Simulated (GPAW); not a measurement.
Zn, 1 atom in the cell. Symmetry: Im-3m, No. 229, cubic system. Conventional cell: a = 3.138 Å, b = 3.138 Å, c = 3.138 Å, α = 90.00°, β = 90.00°, γ = 90.00°. Zn (site symmetry m-3m) is surrounded by 8 Zn at 2.72 Å. This isn't the form of Zn at room conditions, which is hcp.

```yaml
Program: GPAW 26.7.0
Task: relaxation of cell and atoms
Functional: PBEsol
Dispersion: D4
Potentials_or_basis: PAW data sets generated in the run's folder for this functional
Cutoff: 600 eV
Basis: pw
k_mesh: 12 × 12 × 12
Occupations: fermi-dirac, width 0.05 eV
Spin: no spin polarisation
Maxiter: 150
Optimizer: BFGS
Fmax: 0.02 eV/Å
Max_steps: 60
Convergence: density=1e-05 forces=0.0001
```

Potentials or basis: PAW data sets generated in the run's folder for this functional, pw.

Run with:

```console
$ gpaw-setup -f PBEsol Zn
$ OMP_NUM_THREADS=1 python run.py
```

Hardware: 1 thread of Arm Neoverse V2 (shared host).

How long does it take, and how much memory?

Run time: 38 s on 1 thread of Arm Neoverse V2, on a shared host, peak memory 0.18 GiB. Counts: scf iterations 44, plane waves 533, bands 13, k points 72, ion steps 5.
